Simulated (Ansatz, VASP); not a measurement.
## One calculation of Ni2H, two programs

```
Ni H
1.0
     2.49090    0.00000    0.00000
    -1.24545    2.15718    0.00000
     0.00000    0.00000    4.11770
Ni H
2 1
Direct
  0.33333 0.66667 0.25955
  0.66667 0.33333 0.74045
  0.00000 0.00000 0.00000
```

Alike in both runs: functional LDA; k mesh 18 × 18 × 10; occupations fermi-dirac, width 0.15 eV; no spin polarisation.

Ansatz relaxed the structure, and its values are those at the end. VASP's run is a single point on that final structure, the one shown.

```csv
,VASP,Ansatz
version,VASP 6.6.1,Ansatz 0.2.0
potentials or method,"VASP PAW LDA potentials, release 64 (Ni, H)","scalar-relativistic, plane waves, PAW"
plane-wave cutoff (eV),520,420
valence electrons in the cell,21,37
```

Ansatz gave:

```
gap on the k mesh at the Fermi level (eV) : none
pressure (GPa)                            : 0.0
rms of the force components (eV/Å)        : 0.000
```

Question: Which values does VASP return?

Answer: gap on the k mesh at the Fermi level (eV): none; pressure (GPa): 0.1; rms of the force components (eV/Å): 0.007.

A gap of «none» marks a metal or a gap that the smearing closes. The two sets of potentials don't hold the same shells in valence.

Spin polarisation is off, so any magnetic state and its effect on volume and gap are missing.
